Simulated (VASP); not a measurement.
# WSe2 (P6_3/mmc) in VASP: band structure with PBE

Aim: the band structure of WSe2 with PBE.

Everything below comes from runs of VASP 6.6.1. Logs are shortened: lines on timing, memory, paths and dates and some standing lists are left out, and cuts for length are marked.

**Measured values to compare with.**

From “Time-resolved XUV ARPES with tunable 24–33 eV laser pulses at 30 meV resolution”, 2019, pmc:6684652, for a bulk crystal of WSe2: band gap 1.3 eV (indirect).

How close the calculation comes is told below.

### 1 Starting point

Symmetry: P6_3/mmc, No. 194, hexagonal system. The conventional cell has a = 3.290 Å, b = 3.290 Å, c = 12.970 Å, α = 90.00°, β = 90.00°, γ = 120.00°. Around W (site symmetry -6m2) lie 6 Se at 2.53 Å. Se (site symmetry 3m) is surrounded by 3 W at 2.53 Å.

### 2 Band structure, PBE

Input file INCAR:

```
PREC = Accurate
ENCUT = 520
EDIFF = 1E-7
ISMEAR = 0
SIGMA = 0.02
LREAL = F
LASPH = T
NELM = 100
ALGO = Normal
ISIF = 2
LWAVE = F
LCHARG = F
LMAXMIX = 4
GGA = PE
NBANDS = 35
```

Input file KPOINTS:

```
regular mesh
0
Gamma
  9 9 2
```

Input file POSCAR:

```
WSe2
1.0
    3.2900000000      0.0000000000      0.0000000000
   -1.6450000000      2.8492235800      0.0000000000
    0.0000000000      0.0000000000     12.9700000000
W Se
2 4
Direct
    0.3333333300      0.6666666700      0.2500000000
    0.6666666700      0.3333333300      0.7500000000
    0.3333333300      0.6666666700      0.6210000000
    0.6666666700      0.3333333300      0.1210000000
    0.3333333300      0.6666666700      0.8790000000
    0.6666666700      0.3333333300      0.3790000000
```

Input file KPOINTS_OPT:

```
path GMKGALHA,LM,KH
15
line-mode
reciprocal
 0.0000000000  0.0000000000  0.0000000000  G
 0.5000000000  0.0000000000  0.0000000000  M

 0.5000000000  0.0000000000  0.0000000000  M
 0.3333333333  0.3333333333  0.0000000000  K

 0.3333333333  0.3333333333  0.0000000000  K
 0.0000000000  0.0000000000  0.0000000000  G

 0.0000000000  0.0000000000  0.0000000000  G
 0.0000000000  0.0000000000  0.5000000000  A

 0.0000000000  0.0000000000  0.5000000000  A
 0.5000000000  0.0000000000  0.5000000000  L

 0.5000000000  0.0000000000  0.5000000000  L
 0.3333333333  0.3333333333  0.5000000000  H

 0.3333333333  0.3333333333  0.5000000000  H
 0.0000000000  0.0000000000  0.5000000000  A

 0.5000000000  0.0000000000  0.5000000000  L
 0.5000000000  0.0000000000  0.0000000000  M

 0.3333333333  0.3333333333  0.0000000000  K
 0.3333333333  0.3333333333  0.5000000000  H
```

Potentials or basis: VASP PAW PBE potentials, release 64 (W_sv, Se).

Command:

```
cat potpaw_PBE.64/W_sv/POTCAR potpaw_PBE.64/Se/POTCAR > POTCAR
mpirun -np 1 vasp_std > vasp.out
```

OUTCAR:

```text
PREC = Accurate
   ENCUT = 520
   EDIFF = 1E-7
   ISMEAR = 0
   LREAL = F
   LASPH = T
   NELM = 100
   ISIF = 2
   GGA = PE

 ion  position               nearest neighbor table
   1  0.333  0.667  0.250-   4 2.53   6 2.53   4 2.53   6 2.53   4 2.53   6 2.53
   2  0.667  0.333  0.750-   3 2.53   5 2.53   3 2.53   5 2.53   3 2.53   5 2.53
   3  0.333  0.667  0.621-   2 2.53   2 2.53   2 2.53
   4  0.667  0.333  0.121-   1 2.53   1 2.53   1 2.53
   5  0.333  0.667  0.879-   2 2.53   2 2.53   2 2.53
   6  0.667  0.333  0.379-   1 2.53   1 2.53   1 2.53

  LATTYP: Found a hexagonal cell.
 ALAT       =     3.2900000000
 C/A-ratio  =     3.9422492401

  Lattice vectors:

 A1 = (   3.2900000000,   0.0000000000,   0.0000000000)
 A2 = (  -1.6450000000,   2.8492235800,   0.0000000000)
 A3 = (   0.0000000000,   0.0000000000,  12.9700000000)

Analysis of symmetry for initial positions (statically):
=====================================================================
 Subroutine PRICEL returns:
 Original cell was already a primitive cell.

 Routine SETGRP: Setting up the symmetry group for a
 hexagonal supercell.

 Subroutine GETGRP returns: Found 24 space group operations
 (whereof 12 operations were pure point group operations)
 out of a pool of 24 trial point group operations.

The static configuration has the point symmetry D_3d.
 The point group associated with its full space group is D_6h.

Analysis of symmetry for dynamics (positions and initial velocities):
=====================================================================
 Subroutine PRICEL returns:
 Original cell was already a primitive cell.

 Routine SETGRP: Setting up the symmetry group for a
 hexagonal supercell.

 Subroutine GETGRP returns: Found 24 space group operations
 (whereof 12 operations were pure point group operations)
 out of a pool of 24 trial point group operations.

The dynamic configuration has the point symmetry D_3d.
 The point group associated with its full space group is D_6h.

 Subroutine INISYM returns: Found 24 space group operations
 (whereof 12 operations are pure point group operations),
 and found     1 'primitive' translations

----------------------------------------------------------------------------------------

                                     Primitive cell

  volume of cell :     121.5801

  direct lattice vectors                    reciprocal lattice vectors
     3.290000000  0.000000000  0.000000000     0.303951368  0.175486404  0.000000000
    -1.645000000  2.849223580  0.000000000     0.000000000  0.350972808  0.000000000
     0.000000000  0.000000000 12.970000000     0.000000000  0.000000000  0.077101002

  length of vectors
     3.290000000  3.290000001 12.970000000     0.350972808  0.350972808  0.077101002

  position of ions in fractional coordinates (direct lattice)
     0.333333330  0.666666670  0.250000000
     0.666666670  0.333333330  0.750000000
     0.333333330  0.666666670  0.621000000
     0.666666670  0.333333330  0.121000000
     0.333333330  0.666666670  0.879000000
     0.666666670  0.333333330  0.379000000

  ion indices of the primitive-cell ions
   primitive index   ion index
                 1           1
                 2           2
                 3           3
                 4           4
                 5           5
                 6           6

----------------------------------------------------------------------------------------

 KPOINTS: regular mesh

Automatic generation of k-mesh.
 Grid dimensions read from file:
 generate k-points for:    9    9    2

 Generating k-lattice:

  Cartesian coordinates                     Fractional coordinates (reciprocal lattice)
     0.033772374  0.019498489  0.000000000     0.111111111 -0.000000000  0.000000000
     0.000000000  0.038996979  0.000000000     0.000000000  0.111111111  0.000000000
     0.000000000  0.000000000  0.038550501     0.000000000  0.000000000  0.500000000

  Length of vectors
     0.038996979  0.038996979  0.038550501

  Shift w.r.t. Gamma in fractional coordinates (k-lattice)
     0.000000000  0.000000000  0.000000000

 Subroutine IBZKPT returns following result:
 ===========================================

 Found     24 irreducible k-points:

 Following reciprocal coordinates:
            Coordinates               Weight
  0.000000  0.000000  0.000000      1.000000
  0.111111 -0.000000  0.000000      6.000000
  0.222222  0.000000  0.000000      6.000000
  0.333333  0.000000  0.000000      6.000000
  0.444444  0.000000  0.000000      6.000000
  0.111111  0.111111  0.000000      6.000000
[... 16 lines left out ...]
  0.333333  0.222222  0.500000     12.000000
  0.333333  0.333333  0.500000      2.000000
   k-points           NKPTS =     24   k-points in BZ     NKDIM =     24   number of bands    NBANDS=     35
   number of dos      NEDOS =    301   number of ions     NIONS =      6
   total plane-waves  NPLWV =  55296
   dimension x,y,z NGX =    24 NGY =   24 NGZ =   96
   dimension x,y,z NGXF=    48 NGYF=   48 NGZF=  192
   ions per type =               2   4
   NGX,Y,Z   is equivalent  to a cutoff of  12.13, 12.13, 12.31 a.u.
   NGXF,Y,Z  is equivalent  to a cutoff of  24.25, 24.25, 24.61 a.u.
 SYSTEM =  unknown system
   PREC   = accura    normal or accurate (medium, high low for compatibility)
   ISTART =      0    job   : 0-new  1-cont  2-samecut
   ICHARG =      2    charge: 1-file 2-atom 10-const
   ISPIN  =      1    spin polarized calculation?
   LNONCOLLINEAR =      F non collinear calculations
   LSORBIT =      F    spin-orbit coupling
   LASPH  =      T    aspherical Exc in radial PAW
   ENCUT  =  520.0 eV  38.22 Ry    6.18 a.u.   6.12  6.12 24.12*2*pi/ulx,y,z
   NELM   =    100;   NELMIN=  2; NELMDL= -5     # of ELM steps
   EDIFF  = 0.1E-06   stopping-criterion for ELM
   LREAL  =      F    real-space projection
   EDIFFG = 0.1E-05   stopping-criterion for IOM
   NSW    =      0    number of steps for IOM
   IBRION =     -1    ionic relax: 0-MD 1-quasi-New 2-CG
   NFREE  =      0    steps in history (QN), initial steepest desc. (CG)
   ISIF   =      2    stress and relaxation
   ISYM   =      2    0-nonsym 1-usesym 2-fastsym
   POTIM  = 0.5000    time-step for ionic-motion
   TEBEG  =    0.0;   TEEND  =   0.0 temperature during run
   PSTRESS=    0.0 pullay stress
   NELECT =      52.0000    total number of electrons
   NUPDOWN=      -1.0000    fix difference up-down
   EMIN   =  10.00;   EMAX   =-10.00  energy-range for DOS
   EFERMI =   0.00;   METHOD = LEGACY
   ISMEAR =     0;   SIGMA  =   0.02  broadening in eV -4-tet -1-fermi 0-gaus
   EFERMI_NEDOS =   21; number of points for ismear=-14 and -15
   IALGO  =     38    algorithm
   IMIX   =      4    mixing-type and parameters
     AMIX     =   0.40;   BMIX     =  1.00
     AMIX_MAG =   1.60;   BMIX_MAG =  1.00
  volume/ion in A,a.u.               =      20.26       136.74
  Fermi-wavevector in a.u.,A,eV,Ry     =   1.233451  2.330884 20.699914  1.521401
  Thomas-Fermi vector in A             =   2.368180
   LORBIT       =      0    0 simple, 1 ext, 2 COOP (PROOUT), +10 PAW based schemes
   GGA     = PE    functional components
   LHFCALC =     F    Hartree Fock is set to
   AEXX    =    0.0000 exact exchange contribution
   IVDW    =     0    specifies the selected vdW correction
   LEPSILON=     F    determine dielectric tensor
   LRPA    =     F    only Hartree local field effects (RPA)
 non-spin polarized calculation
 Gauss-broadening in eV      SIGMA  =   0.02
  energy-cutoff  :      520.00
  volume of cell :      121.58
 maximum number of plane-waves:      3324
   NGX = 13   NGY = 13   NGZ = 49

 number of electron      51.9999991 magnetization

 Free energy of the ion-electron system (eV)
  ---------------------------------------------------
  ext. energy  EPLUGINS =         0.00000000
  ---------------------------------------------------
  free energy    TOTEN  =       -43.12831345 eV

  energy without entropy =      -43.12831345  energy(sigma->0) =      -43.12831345

 E-fermi :   6.4269     XC(G=0): -10.7551

 val. band max:        6.2731374652   @ k =   0.0000   0.0000   0.0000
 cond. band min:       7.3387415859   @ k =   0.2222   0.1111   0.0000
 fundamental gap:      1.0656041207
 Fermi energy:         6.4268927769

 k-point     1 :       0.0000    0.0000    0.0000
  band No.  band energies     occupation
      1     -68.0611      2.00000
      2     -68.0611      2.00000
      3     -32.3072      2.00000
      4     -32.3071      2.00000
      5     -32.1821      2.00000
      6     -32.1821      2.00000
[... 27 lines left out ...]
     34       9.2135      0.00000
     35      10.7597      0.00000

 k-point     2 :       0.1111   -0.0000    0.0000
  band No.  band energies     occupation
      1     -68.0599      2.00000
      2     -68.0599      2.00000
      3     -32.3019      2.00000
      4     -32.3019      2.00000
      5     -32.2097      2.00000
      6     -32.2097      2.00000
[... 27 lines left out ...]
     34       9.3023      0.00000
     35      11.7158      0.00000

 k-point     3 :       0.2222    0.0000    0.0000
  band No.  band energies     occupation
      1     -68.0569      2.00000
      2     -68.0569      2.00000
      3     -32.2885      2.00000
      4     -32.2885      2.00000
      5     -32.2789      2.00000
      6     -32.2789      2.00000
[... 27 lines left out ...]
     34       9.9433      0.00000
     35      12.6005      0.00000
[... 723 lines left out ...]
 k-point    23 :       0.3333    0.2222    0.5000
  band No.  band energies     occupation
      1     -68.0502      2.00000
      2     -68.0502      2.00000
      3     -32.3792      2.00000
      4     -32.3792      2.00000
      5     -32.2912      2.00000
      6     -32.2912      2.00000
[... 27 lines left out ...]
     34      10.5322      0.00000
     35      11.9076      0.00000

 k-point    24 :       0.3333    0.3333    0.5000
  band No.  band energies     occupation
      1     -68.0496      2.00000
      2     -68.0496      2.00000
      3     -32.3557      2.00000
      4     -32.3557      2.00000
      5     -32.3316      2.00000
      6     -32.3316      2.00000
[... 27 lines left out ...]
     34      10.6418      0.00000
     35      12.4291      0.00000

------------------------ aborting loop because EDIFF is reached ----------------------------------------

  FORCE on cell =-STRESS in cart. coord.  units (eV):
  Direction    XX          YY          ZZ          XY          YZ          ZX
  --------------------------------------------------------------------------------------
  -------------------------------------------------------------------------------------
  Total        2.7774363      2.7774363      3.6291047      0.0000000     -0.0000000      0.0000000
  in kB       36.6009433     36.6009433     47.8241955      0.0000000     -0.0000000      0.0000000
  external PRESSURE =      40.3420274 kB  Pullay stress =       0.0000000 kB

 VOLUME and BASIS-vectors are now :
 -----------------------------------------------------------------------------
  energy-cutoff  :      520.00
  volume of cell :      121.58
      direct lattice vectors                 reciprocal lattice vectors
     3.290000000  0.000000000  0.000000000     0.303951368  0.175486404  0.000000000
    -1.645000000  2.849223580  0.000000000     0.000000000  0.350972808  0.000000000
     0.000000000  0.000000000 12.970000000     0.000000000  0.000000000  0.077101002

 POSITION                                       TOTAL-FORCE (eV/Angst)
 -----------------------------------------------------------------------------------
     -0.00000      1.89948      3.24250        -0.000000     -0.000000      0.000000
      1.64500      0.94974      9.72750         0.000000     -0.000000      0.000000
     -0.00000      1.89948      8.05437         0.000000     -0.000000     -0.217708
      1.64500      0.94974      1.56937         0.000000      0.000000     -0.217708
     -0.00000      1.89948     11.40063         0.000000      0.000000      0.217708
      1.64500      0.94974      4.91563        -0.000000      0.000000      0.217708
 -----------------------------------------------------------------------------------
    total drift:                               -0.000009      0.000005     -0.000000

  FREE ENERGIE OF THE ION-ELECTRON SYSTEM (eV)
  ---------------------------------------------------
  free  energy   TOTEN  =       -43.1283134459 eV

  energy  without entropy=      -43.1283134459  energy(sigma->0) =      -43.12831345
```

Wall time 2.2 min (1 thread of Intel Xeon 6975P-C (Granite Rapids), shared host); peak memory 0.3 GiB.

Results:

```yaml
Free_energy: -43.1283 eV
Pressure: 4.0 GPa
Largest_force: 0.218 eV/Å
Band_gap_on_the_k_mesh: 1.07 eV, indirect (least direct gap 1.52 eV)
Band_gap_along_the_path: 0.96 eV, indirect (least direct gap 1.52 eV)
```

Forces on the atoms (eV/Å):
```
W    0.000  0.000  0.000
W    0.000  0.000  0.000
Se   0.000  0.000 -0.218
Se   0.000  0.000 -0.218
Se   0.000  0.000  0.218
Se   0.000  0.000  0.218
```

Stress tensor (GPa, compression positive):
```
3.66 0.00 0.00
0.00 3.66 0.00
0.00 0.00 4.78
```

Levels at the corners of the path, in eV from the valence-band top:
| point | band 22 | band 23 | band 24 | band 25 | band 26 | band 27 | band 28 | band 29 | band 30 | band 31 |
| --- | --- | --- | --- | --- | --- | --- | --- | --- | --- | --- |
| Γ | -1.51 | -1.51 | -1.11 | -1.07 | 0.00 | 2.63 | 2.63 | 2.68 | 2.68 | 2.73 |
| M | -2.41 | -1.44 | -1.37 | -1.28 | -1.12 | 2.12 | 2.16 | 2.31 | 2.64 | 2.97 |
| M | -2.41 | -1.44 | -1.37 | -1.28 | -1.12 | 2.12 | 2.16 | 2.31 | 2.64 | 2.97 |
| K | -3.85 | -2.55 | -2.55 | -0.45 | -0.21 | 1.32 | 1.32 | 1.89 | 3.07 | 3.07 |
| K | -3.85 | -2.55 | -2.55 | -0.45 | -0.21 | 1.32 | 1.32 | 1.89 | 3.07 | 3.07 |
| Γ | -1.51 | -1.51 | -1.11 | -1.07 | 0.00 | 2.63 | 2.63 | 2.68 | 2.68 | 2.73 |
| Γ | -1.51 | -1.51 | -1.11 | -1.07 | 0.00 | 2.63 | 2.63 | 2.68 | 2.68 | 2.73 |
| A | -1.53 | -1.53 | -1.53 | -0.22 | -0.22 | 2.64 | 2.64 | 2.64 | 2.64 | 2.85 |
| A | -1.53 | -1.53 | -1.53 | -0.22 | -0.22 | 2.64 | 2.64 | 2.64 | 2.64 | 2.85 |
| L | -2.55 | -1.34 | -1.34 | -1.24 | -1.24 | 2.14 | 2.14 | 2.51 | 2.51 | 3.36 |
| L | -2.55 | -1.34 | -1.34 | -1.24 | -1.24 | 2.14 | 2.14 | 2.51 | 2.51 | 3.36 |
| H | -3.44 | -2.73 | -2.73 | -0.35 | -0.35 | 1.32 | 1.32 | 2.43 | 2.43 | 3.19 |
| H | -3.44 | -2.73 | -2.73 | -0.35 | -0.35 | 1.32 | 1.32 | 2.43 | 2.43 | 3.19 |
| A | -1.53 | -1.53 | -1.53 | -0.22 | -0.22 | 2.64 | 2.64 | 2.64 | 2.64 | 2.85 |
| L | -2.55 | -1.34 | -1.34 | -1.24 | -1.24 | 2.14 | 2.14 | 2.51 | 2.51 | 3.36 |
| M | -2.41 | -1.44 | -1.37 | -1.28 | -1.12 | 2.12 | 2.16 | 2.31 | 2.64 | 2.97 |
| K | -3.85 | -2.55 | -2.55 | -0.45 | -0.21 | 1.32 | 1.32 | 1.89 | 3.07 | 3.07 |
| H | -3.44 | -2.73 | -2.73 | -0.35 | -0.35 | 1.32 | 1.32 | 2.43 | 2.43 | 3.19 |

Caveat: spin-orbit coupling is left out, which moves the levels of the heavy elements; the mesh misses the band edges, which the band path finds closer together; this functional lacks dispersion, which binds the layers, so the pressure and a relaxed spacing across them are unreliable.

### 3 Against experiment

Step 2. Against the measured gap of WSe2, 1.3 eV (indirect; “Time-resolved XUV ARPES with tunable 24–33 eV laser pulses at 30 meV resolution”, 2019, pmc:6684652), the calculated 0.96 eV is off by -0.34 eV. Spin-orbit coupling on Se, W is left out. The value is that of PBE, without temperature or zero-point motion. Semilocal functionals fall short of measured gaps as a rule.
